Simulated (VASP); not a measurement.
# As (R-3m) in VASP: further runs

The runs below take As through optical spectrum, density of states, electric field gradients, with PBE.

Program: VASP 6.6.1. These are calculated values, not measurements. Logs are shortened: lines on timing, memory, paths and dates and some standing lists are left out, and cuts for length are marked.

## 1. Starting point

It takes space group R-3m (No. 166, trigonal). Conventional cell: a = 3.762 Å, b = 3.762 Å, c = 10.542 Å, α = 90.00°, β = 90.00°, γ = 120.00°. As (site symmetry 3m) has 3 As at 2.51 Å as nearest neighbours.

## 2. Optical spectrum, PBE

Input file INCAR:

```
SYSTEM = As
ALGO = Normal ; CSHIFT = 0.1
EDIFF = 1E-6 ; ENCUT = 520
GGA = PE ; ISIF = 2
ISMEAR = 0 ; LASPH = .TRUE.
LCHARG = .FALSE. ; LOPTICS = .TRUE.
LREAL = .FALSE. ; LWAVE = .FALSE.
NBANDS = 37 ; NEDOS = 1000
NELM = 80 ; PREC = Accurate
SIGMA = 0.02
```

Input file KPOINTS:

```
k-points
0
G
  9 9 9
  0 0 0
```

Input file POSCAR:

```
As
1.0
    1.8807968987      1.0858785957      3.5140619945
   -1.8807968987      1.0858785957      3.5140619945
    0.0000000000     -2.1717571915      3.5140619945
As
2
Direct
    0.2260000000      0.2260000000      0.2260000000
    0.7740000000      0.7740000000      0.7740000000
```

Potentials or basis: VASP PAW PBE potentials, release 64 (As).

Launch:

```console
$ cat potpaw_PBE.64/As/POTCAR > POTCAR
$ mpirun -np 1 vasp_std > vasp.out
```

OUTCAR:

```text
SYSTEM = As
   EDIFF = 1E-6
   ENCUT = 520
   GGA = PE
   ISIF = 2
   ISMEAR = 0
   LASPH = .TRUE.
   LREAL = .FALSE.
   NELM = 80
   PREC = Accurate

 ion  position               nearest neighbor table
   1  0.226  0.226  0.226-   2 2.51   2 2.51   2 2.51
   2  0.774  0.774  0.774-   1 2.51   1 2.51   1 2.51

  LATTYP: Found a trigonal (rhomboedric) cell.
 ALAT       =     4.1310000000
 COS(alpha) =     0.5854247172

  Lattice vectors:

 A1 = (   1.8807968987,   1.0858785957,   3.5140619945)
 A2 = (  -1.8807968987,   1.0858785957,   3.5140619945)
 A3 = (   0.0000000000,  -2.1717571915,   3.5140619945)

Analysis of symmetry for initial positions (statically):
=====================================================================
 Subroutine PRICEL returns:
 Original cell was already a primitive cell.

 Routine SETGRP: Setting up the symmetry group for a
 trigonal (rhombohedral) supercell.

 Subroutine GETGRP returns: Found 12 space group operations
 (whereof 12 operations were pure point group operations)
 out of a pool of 12 trial point group operations.

The static configuration has the point symmetry D_3d.

Analysis of symmetry for dynamics (positions and initial velocities):
=====================================================================
 Subroutine PRICEL returns:
 Original cell was already a primitive cell.

 Routine SETGRP: Setting up the symmetry group for a
 trigonal (rhombohedral) supercell.

 Subroutine GETGRP returns: Found 12 space group operations
 (whereof 12 operations were pure point group operations)
 out of a pool of 12 trial point group operations.

The dynamic configuration has the point symmetry D_3d.

 Subroutine INISYM returns: Found 12 space group operations
 (whereof 12 operations are pure point group operations),
 and found     1 'primitive' translations

----------------------------------------------------------------------------------------

                                     Primitive cell

  volume of cell :      43.0610

  direct lattice vectors                    reciprocal lattice vectors
     1.880796899  1.085878596  3.514061995     0.265844760  0.153485544  0.094856987
    -1.880796899  1.085878596  3.514061995    -0.265844760  0.153485544  0.094856987
     0.000000000 -2.171757191  3.514061995     0.000000000 -0.306971087  0.094856987

  length of vectors
     4.131000000  4.131000000  4.131000000     0.321292852  0.321292852  0.321292852

  position of ions in fractional coordinates (direct lattice)
     0.226000000  0.226000000  0.226000000
     0.774000000  0.774000000  0.774000000

  ion indices of the primitive-cell ions
   primitive index   ion index
                 1           1
                 2           2

----------------------------------------------------------------------------------------

 KPOINTS: k-points

Automatic generation of k-mesh.
 Grid dimensions read from file:
 generate k-points for:    9    9    9

 Generating k-lattice:

  Cartesian coordinates                     Fractional coordinates (reciprocal lattice)
     0.029538307  0.017053949  0.010539665     0.111111111  0.000000000 -0.000000000
    -0.029538307  0.017053949  0.010539665     0.000000000  0.111111111 -0.000000000
     0.000000000 -0.034107899  0.010539665    -0.000000000 -0.000000000  0.111111111

  Length of vectors
     0.035699206  0.035699206  0.035699206

  Shift w.r.t. Gamma in fractional coordinates (k-lattice)
     0.000000000  0.000000000  0.000000000

 Subroutine IBZKPT returns following result:
 ===========================================

 Found     85 irreducible k-points:

 Following reciprocal coordinates:
            Coordinates               Weight
  0.000000  0.000000  0.000000      1.000000
  0.111111 -0.000000 -0.000000      6.000000
  0.222222 -0.000000 -0.000000      6.000000
  0.333333 -0.000000 -0.000000      6.000000
  0.444444 -0.000000 -0.000000      6.000000
  0.111111  0.111111 -0.000000      6.000000
[... 16 lines left out ...]
 -0.333333  0.333333  0.000000      6.000000
  0.444444  0.444444 -0.000000      6.000000
 [... further k-points ...]
   k-points           NKPTS =     85   k-points in BZ     NKDIM =     85   number of bands    NBANDS=     37
   number of dos      NEDOS =   1000   number of ions     NIONS =      2
   total plane-waves  NPLWV =  32768
   dimension x,y,z NGX =    32 NGY =   32 NGZ =   32
   dimension x,y,z NGXF=    64 NGYF=   64 NGZF=   64
   ions per type =               2
   NGX,Y,Z   is equivalent  to a cutoff of  12.88, 12.88, 12.88 a.u.
   NGXF,Y,Z  is equivalent  to a cutoff of  25.76, 25.76, 25.76 a.u.
 SYSTEM =  As
   PREC   = accura    normal or accurate (medium, high low for compatibility)
   ISTART =      0    job   : 0-new  1-cont  2-samecut
   ICHARG =      2    charge: 1-file 2-atom 10-const
   ISPIN  =      1    spin polarized calculation?
   LNONCOLLINEAR =      F non collinear calculations
   LSORBIT =      F    spin-orbit coupling
   LASPH  =      T    aspherical Exc in radial PAW
   ENCUT  =  520.0 eV  38.22 Ry    6.18 a.u.   7.68  7.68  7.68*2*pi/ulx,y,z
   NELM   =     80;   NELMIN=  2; NELMDL= -5     # of ELM steps
   EDIFF  = 0.1E-05   stopping-criterion for ELM
   LREAL  =      F    real-space projection
   EDIFFG = 0.1E-04   stopping-criterion for IOM
   NSW    =      0    number of steps for IOM
   IBRION =     -1    ionic relax: 0-MD 1-quasi-New 2-CG
   NFREE  =      0    steps in history (QN), initial steepest desc. (CG)
   ISIF   =      2    stress and relaxation
   ISYM   =      2    0-nonsym 1-usesym 2-fastsym
   POTIM  = 0.5000    time-step for ionic-motion
   TEBEG  =    0.0;   TEEND  =   0.0 temperature during run
   PSTRESS=    0.0 pullay stress
   NELECT =      10.0000    total number of electrons
   NUPDOWN=      -1.0000    fix difference up-down
   EMIN   =  10.00;   EMAX   =-10.00  energy-range for DOS
   EFERMI =   0.00;   METHOD = LEGACY
   ISMEAR =     0;   SIGMA  =   0.02  broadening in eV -4-tet -1-fermi 0-gaus
   EFERMI_NEDOS =   21; number of points for ismear=-14 and -15
   IALGO  =     38    algorithm
   IMIX   =      4    mixing-type and parameters
     AMIX     =   0.40;   BMIX     =  1.00
     AMIX_MAG =   1.60;   BMIX_MAG =  1.00
  volume/ion in A,a.u.               =      21.53       145.29
  Fermi-wavevector in a.u.,A,eV,Ry     =   1.006268  1.901570 13.776916  1.012575
  Thomas-Fermi vector in A             =   2.138999
   LORBIT       =      0    0 simple, 1 ext, 2 COOP (PROOUT), +10 PAW based schemes
   GGA     = PE    functional components
   LHFCALC =     F    Hartree Fock is set to
   AEXX    =    0.0000 exact exchange contribution
   IVDW    =     0    specifies the selected vdW correction
   LEPSILON=     F    determine dielectric tensor
   LRPA    =     F    only Hartree local field effects (RPA)
 non-spin polarized calculation
 Gauss-broadening in eV      SIGMA  =   0.02
  energy-cutoff  :      520.00
  volume of cell :       43.06
 maximum number of plane-waves:      1171
   NGX = 15   NGY = 15   NGZ = 15

 number of electron      10.0000000 magnetization

 Free energy of the ion-electron system (eV)
  ---------------------------------------------------
  ext. energy  EPLUGINS =         0.00000000
  ---------------------------------------------------
  free energy    TOTEN  =        -9.32184637 eV

  energy without entropy =       -9.32184318  energy(sigma->0) =       -9.32184478

 E-fermi :   5.4569     XC(G=0):  -9.9643

 val. band max:        5.4165642038   @ k =   0.3333   0.2222   0.2222
 cond. band min:       5.4972069166   @ k =   0.4444   0.3333   0.3333
 fundamental gap:      0.0806427128
 Fermi energy:         5.4568893203

 k-point     1 :       0.0000    0.0000    0.0000
  band No.  band energies     occupation
      1      -9.6072      2.00000
      2      -0.3218      2.00000
      3       2.9874      2.00000
      4       3.4191      2.00000
      5       3.4191      2.00000
      6       7.0465      0.00000
[... 9 lines left out ...]
     16      27.9109      0.00000
     17      27.9109      0.00000
[... 441 lines left out ...]
 k-point    24 :       0.4444    0.4444   -0.0000
  band No.  band energies     occupation
      1      -7.0236      2.00000
      2      -4.1161      2.00000
      3      -0.3659      2.00000
      4       1.3585      2.00000
      5       1.3751      2.00000
      6       6.9260      0.00000
[... 9 lines left out ...]
     16      20.7189      0.00000
     17      22.4648      0.00000

 [... further k-points ...]

 [bands above 17 left out]

------------------------ aborting loop because EDIFF is reached ----------------------------------------

  FORCE on cell =-STRESS in cart. coord.  units (eV):
  Direction    XX          YY          ZZ          XY          YZ          ZX
  --------------------------------------------------------------------------------------
  -------------------------------------------------------------------------------------
  Total        1.1462192      1.1462192      0.9841177      0.0000000     -0.0000000      0.0000000
  in kB       42.6475821     42.6475821     36.6162427      0.0000000     -0.0000000      0.0000000
  external PRESSURE =      40.6371356 kB  Pullay stress =       0.0000000 kB

 VOLUME and BASIS-vectors are now :
 -----------------------------------------------------------------------------
  energy-cutoff  :      520.00
  volume of cell :       43.06
      direct lattice vectors                 reciprocal lattice vectors
     1.880796899  1.085878596  3.514061995     0.265844760  0.153485544  0.094856987
    -1.880796899  1.085878596  3.514061995    -0.265844760  0.153485544  0.094856987
     0.000000000 -2.171757191  3.514061995     0.000000000 -0.306971087  0.094856987

 POSITION                                       TOTAL-FORCE (eV/Angst)
 -----------------------------------------------------------------------------------
      0.00000     -0.00000      2.38253         0.000000     -0.000000      0.491150
      0.00000     -0.00000      8.15965         0.000000      0.000000     -0.491150
 -----------------------------------------------------------------------------------
    total drift:                                0.000000     -0.000000      0.000000

  FREE ENERGIE OF THE ION-ELECTRON SYSTEM (eV)
  ---------------------------------------------------
  free  energy   TOTEN  =        -9.3218463746 eV

  energy  without entropy=       -9.3218431812  energy(sigma->0) =       -9.32184478

 electrical conductivity sigma (Mega S m-1) (frequency dependency in vasprun.xml)
  --------------------------------------------------------------------------------------
       0.001       0.000       0.000
       0.000       0.001      -0.000
       0.000      -0.000       0.001

  frequency dependent IMAGINARY DIELECTRIC FUNCTION (independent particle, no local field effects) density-density
     E(ev)      X         Y         Z        XY        YZ        ZX
  --------------------------------------------------------------------------------------------------------------
     0.00000     0.00000     0.00000     0.00000     0.00000     0.00000     0.00000
     0.67564     5.07199     5.07199    11.40555     0.00000    -0.00000     0.00000
     1.35128    28.35846    28.35846     8.43536     0.00000    -0.00000     0.00000
     2.02693    36.42502    36.42502    21.92676    -0.00000    -0.00000     0.00000
     2.70257    19.32615    19.32615    17.75648     0.00000    -0.00000     0.00000
     3.37821    18.37982    18.37982    27.78465    -0.00000    -0.00000     0.00000
[... 92 lines left out ...]
    66.21292     0.00021     0.00021     0.00022    -0.00000    -0.00000     0.00000
    66.88857     0.00021     0.00021     0.00021    -0.00000    -0.00000     0.00000

  frequency dependent      REAL DIELECTRIC FUNCTION (independent particle, no local field effects) density-density
     E(ev)        X           Y           Z          XY          YZ          ZX
  --------------------------------------------------------------------------------------------------------------
     0.00000    38.04027    38.04027    28.45129     0.00000    -0.00000     0.00000
     0.67564    48.23952    48.23952    21.07472     0.00000    -0.00000     0.00000
     1.35128    46.70741    46.70741    29.11037     0.00000    -0.00000     0.00000
     2.02693     9.36903     9.36903    29.55099    -0.00000    -0.00000     0.00000
     2.70257     1.75487     1.75487    24.33722     0.00000    -0.00000     0.00000
     3.37821    -9.14332    -9.14332   -11.72150     0.00000     0.00000     0.00000
[... 92 lines left out ...]
    66.21292     0.93091     0.93091     0.92905     0.00000     0.00000    -0.00000
    66.88857     0.93233     0.93233     0.93051     0.00000     0.00000    -0.00000

  frequency dependent IMAGINARY DIELECTRIC FUNCTION (independent particle, no local field effects) current-current
     E(ev)      X         Y         Z        XY        YZ        ZX
  --------------------------------------------------------------------------------------------------------------
     0.00000   109.87518   109.87518    80.93530     0.00000    -0.00000    -0.00000
     0.67564    19.03694    19.03694    16.75005     0.00000    -0.00000    -0.00000
     1.35128    35.03189    35.03189    12.57446    -0.00000    -0.00000     0.00000
     2.02693    37.23622    37.23622    24.75349     0.00000    -0.00000    -0.00000
     2.70257    19.38391    19.38391    19.49432     0.00000    -0.00000    -0.00000
     3.37821    17.76913    17.76913    27.02710    -0.00000    -0.00000     0.00000
[... 92 lines left out ...]
    66.21292     0.00001     0.00001     0.00001     0.00000    -0.00000    -0.00000
    66.88857     0.00001     0.00001     0.00001     0.00000    -0.00000    -0.00000

  frequency dependent      REAL DIELECTRIC FUNCTION (independent particle, no local field effects) current-current
     E(ev)        X           Y           Z          XY          YZ          ZX
  --------------------------------------------------------------------------------------------------------------
     0.00000    37.40393    37.40393    27.46502     0.00000    -0.00000    -0.00000
     0.67564    46.66717    46.66717    18.11845     0.00000    -0.00000    -0.00000
     1.35128    42.21763    42.21763    27.86826     0.00000    -0.00000     0.00000
     2.02693     5.75538     5.75538    27.38790     0.00000    -0.00000    -0.00000
     2.70257     0.38185     0.38185    23.08077    -0.00000    -0.00000    -0.00000
     3.37821   -10.17902   -10.17902   -13.26985     0.00000     0.00000     0.00000
[... 92 lines left out ...]
    66.21292     0.93097     0.93097     0.92911    -0.00000     0.00000    -0.00000
    66.88857     0.93239     0.93239     0.93057    -0.00000     0.00000    -0.00000
```

Run time: 63 s. Hardware: 1 thread of AMD EPYC 9R45 (Zen 5), shared host; peak memory 0.24 GiB.

Results:

```
Free energy            : -9.3218 eV
Pressure               : 4.1 GPa
Largest force          : 0.491 eV/Å
Band gap on the k mesh : none (metal or under the smearing width)
```

Forces on the atoms (eV/Å):
```
As   0.000  0.000  0.491
As   0.000  0.000 -0.491
```

Stress tensor (GPa, compression positive):
```
4.26 0.00 0.00
0.00 4.26 0.00
0.00 0.00 3.66
```

Levels at points of the mesh, in eV from the Fermi level:
| k point | band 1 | band 2 | band 3 | band 4 | band 5 | band 6 | band 7 | band 8 | band 9 | band 10 |
| --- | --- | --- | --- | --- | --- | --- | --- | --- | --- | --- |
| (0.00, 0.00, 0.00) | -15.06 | -5.78 | -2.47 | -2.04 | -2.04 | 1.59 | 2.91 | 2.91 | 6.89 | 6.89 |

Dielectric function (mean over the directions given):
| energy (eV) | real part | imaginary part |
| --- | --- | --- |
| 0.27 | 36.14 | 1.14 |
| 0.74 | 41.82 | 7.42 |
| 1.22 | 28.86 | 14.36 |
| 1.76 | 20.02 | 34.16 |
| 2.23 | 1.82 | 38.14 |
| 2.77 | 12.20 | 22.65 |
| 3.24 | -7.33 | 28.06 |
| 3.78 | -5.40 | 13.59 |
| 4.26 | -9.10 | 11.59 |
| 4.80 | -5.92 | 10.25 |
| 5.27 | -5.49 | 8.10 |
| 5.81 | -6.95 | 6.82 |
| 6.28 | -5.15 | 4.17 |
| 6.82 | -4.70 | 3.38 |
| 7.30 | -2.84 | 2.40 |
| 7.84 | -1.41 | 2.31 |
| 8.31 | -1.94 | 2.78 |
| 8.85 | -2.02 | 3.30 |
| 9.32 | -2.51 | 2.04 |
| 9.86 | -2.40 | 1.93 |
| 10.34 | -1.82 | 1.58 |
| 10.88 | -1.79 | 1.35 |
| 11.35 | -1.57 | 1.09 |
| 11.89 | -1.16 | 0.95 |
| 12.36 | -1.19 | 0.79 |
| 12.90 | -0.98 | 0.73 |
| 13.38 | -0.80 | 0.61 |
| 13.92 | -0.63 | 0.56 |
| 14.39 | -0.50 | 0.56 |
| 14.93 | -0.55 | 0.56 |
| 15.40 | -0.46 | 0.37 |
| 15.95 | -0.27 | 0.35 |
| 16.42 | -0.22 | 0.35 |
| 16.96 | -0.19 | 0.31 |
| 17.43 | -0.15 | 0.31 |
| 17.97 | -0.07 | 0.21 |
| 18.45 | 0.00 | 0.19 |
| 18.99 | 0.04 | 0.15 |
| 19.46 | 0.10 | 0.16 |
| 20.00 | 0.12 | 0.13 |

Caveat: spectra need much finer meshes, so this one isn't converged; independent-particle spectra lack excitons; the intraband (Drude) part of a metal's response may be missing.

## 3. Density of states, PBE

POSCAR is that of step 2.

Input file INCAR.step1:

```
ALGO = Normal
EDIFF = 1E-6
ENCUT = 520
GGA = PE
ISIF = 2
ISMEAR = 0
LASPH = T
LCHARG = T
LREAL = F
LWAVE = F
NELM = 100
PREC = Accurate
SIGMA = 0.02
```

Input file KPOINTS.step1:

```
k-points
0
Gamma
  9 9 9
```

Input file INCAR.step2:

```
ALGO = Normal
EDIFF = 1E-6
ENCUT = 520
GGA = PE
ICHARG = 11
ISIF = 2
ISMEAR = -5
LASPH = T
LCHARG = F
LORBIT = 10
LREAL = F
LWAVE = F
NEDOS = 1001
NELM = 100
PREC = Accurate
SIGMA = 0.02
```

Input file KPOINTS.step2:

```
k-points
0
Gamma
  14 14 14
```

Potentials or basis: VASP PAW PBE potentials, release 64 (As).

Launch:

```console
$ cat potpaw_PBE.64/As/POTCAR > POTCAR
$ cp INCAR.step1 INCAR
$ cp KPOINTS.step1 KPOINTS
$ mpirun -np 1 vasp_std > vasp.out
$ cp INCAR.step2 INCAR
$ cp KPOINTS.step2 KPOINTS
$ mpirun -np 1 vasp_std > vasp.out
```

Run time: 52 s. Hardware: 1 thread of AMD EPYC 9R45 (Zen 5), shared host; peak memory 0.21 GiB.

Results (log left out):

| Item | Value |
| --- | --- |
| Valence electrons inside the program's atomic spheres | As 2.71 |

Levels at points of the mesh, in eV from the Fermi level:
```tsv
k point	band 1	band 2	band 3	band 4	band 5	band 6	band 7	band 8	band 9
(0.00, 0.00, 0.00)	-15.09	-5.80	-2.49	-2.06	-2.06	1.56	2.88	2.88	6.86
(0.50, 0.00, 0.00)	-12.37	-11.12	-2.91	-2.82	-0.38	-0.34	0.38	1.41	9.00
(0.50, 0.50, 0.00)	-12.33	-9.77	-5.97	-4.21	-4.17	1.40	5.46	6.91	7.28
(0.50, 0.50, 0.50)	-13.83	-9.96	-1.82	-1.82	-0.66	0.77	0.77	1.87	7.99
```

States per cell in windows of 1 eV (zero at the Fermi level; states under -8 eV left out):
```tsv
from (eV)	total	As1_p	As2_p	As1_s	As2_s	As1_d	As2_d
-8.0	0.13	0.00	0.00	0.04	0.04	0.00	0.00
-7.0	0.18	0.02	0.02	0.02	0.02	0.00	0.00
-6.0	0.84	0.16	0.16	0.01	0.01	0.00	0.00
-5.0	1.10	0.22	0.22	0.02	0.02	0.01	0.01
-4.0	1.40	0.30	0.30	0.02	0.02	0.01	0.01
-3.0	1.32	0.30	0.30	0.03	0.03	0.01	0.01
-2.0	0.81	0.18	0.18	0.03	0.03	0.01	0.01
-1.0	0.40	0.08	0.08	0.02	0.02	0.00	0.00
0.0	0.49	0.09	0.09	0.03	0.03	0.01	0.01
1.0	1.57	0.30	0.30	0.05	0.05	0.04	0.04
2.0	1.37	0.29	0.29	0.03	0.03	0.03	0.03
3.0	1.22	0.28	0.28	0.02	0.02	0.03	0.03
4.0	0.80	0.19	0.19	0.01	0.01	0.02	0.02
5.0	1.02	0.16	0.16	0.01	0.01	0.05	0.05
6.0	1.22	0.18	0.18	0.01	0.01	0.06	0.06
7.0	0.28	0.03	0.03	0.00	0.00	0.02	0.02
```

Caveat: tetrahedron occupations give inexact forces and stress in metals.

(Part 1 of 2 ends here.)
